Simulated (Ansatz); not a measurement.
BaS at 11 GPa (stress–strain coefficients): relaxed-ion elastic tensor

All numbers below come from DFT PBEsol, scalar-relativistic, plane waves, PAW (Ansatz). Cutoff 420 eV, 8×8×8 k-points (Γ-centred), fixed occupations. No spin polarisation.

The cell, relaxed at 11 GPa:
```
Ba S
1.0
     0.00000    2.99771    2.99771
     2.99771    0.00000    2.99771
     2.99771    2.99771    0.00000
Ba S
1 1
Cartesian
  0.0000 0.0000 0.0000
  2.9977 2.9977 2.9977
```

Task: Give the relaxed-ion elastic constants (GPa, Voigt order xx yy zz yz xz xy, on the axes of the cell above).

Result:
C11 = 215.8, C12 = 29.7, C13 = 29.7, C22 = 215.8, C23 = 29.7, C33 = 215.8, C44 = 10.8, C55 = 10.8, C66 = 10.8 GPa; the others vanish.

Task: Is the crystal stable against homogeneous strain?

Result: Yes: the least eigenvalue of the tensor is 10.8 GPa.

Task: And the moduli of a polycrystal (Hill averages)?

Result: B = 92 GPa, G = 30 GPa, E = 82 GPa, ν = 0.35.

Cost: 1 run of about 0.36 core-minutes, on Arm Neoverse N1 (shared hosts).